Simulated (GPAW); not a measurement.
TiSe:

```
Se Ti
1.0
     3.55900    0.00000    0.00000
    -1.77950    3.08218    0.00000
     0.00000    0.00000    6.22000
Se Ti
2 2
Cartesian
  1.7795 1.0274 4.6650
  0.0000 2.0548 1.5550
  0.0000 0.0000 3.1100
  0.0000 0.0000 0.0000
```

- Program: GPAW 26.7.0
- Task: relaxation of cell and atoms
- Functional: PBEsol
- Dispersion: D3(BJ)
- Potentials or basis: PAW data sets generated in the run's folder for this functional
- Cutoff: 600 eV
- Basis: pw
- k mesh: 6 × 6 × 3
- Occupations: fermi-dirac, width 0.05 eV
- Spin: no spin polarisation

At the start: pressure -5.8 GPa; volume 17.06 Å³/atom.

How do energy, volume and symmetry change on relaxing?

Over 9 steps the energy falls by 89.2 meV/atom and the volume is 15.83 Å³/atom (-7.2 %); space group P6_3/mmc (No. 194, to 0.05 Å).

Step by step:
| step | energy change (eV) | largest force (eV/Å) | pressure (GPa) | volume (Å³) |
| --- | --- | --- | --- | --- |
| 1 | 0.0000 | 0.0000 | -5.75 | 68.23 |
| 2 | -0.0222 | 0.0000 | -5.09 | 67.78 |
| 3 | -0.1690 | 0.0000 | 6.66 | 61.68 |
| 4 | -0.1955 | 0.0000 | 4.35 | 62.57 |
| 5 | -0.2632 | 0.0000 | 1.00 | 63.75 |
| 6 | -0.3442 | 0.0000 | -1.91 | 64.47 |
| 7 | -0.3564 | 0.0000 | -1.20 | 63.87 |
| 8 | -0.3571 | 0.0000 | -0.23 | 63.43 |
| 9 | -0.3569 | 0.0000 | 0.00 | 63.34 |

Final structure:
```
CELL_PARAMETERS angstrom
3.30701 0.00000 0.00000
-1.65351 2.86396 0.00000
0.00000 0.00000 6.68729
ATOMIC_POSITIONS crystal
Se 0.66667 0.33333 0.75000
Se 0.33333 0.66667 0.25000
Ti 0.00000 0.00000 0.50000
Ti 0.00000 0.00000 0.00000
```

Caveat: later steps reuse the first step's grids; pairwise dispersion overbinds metals, which lowers pressure and volume.
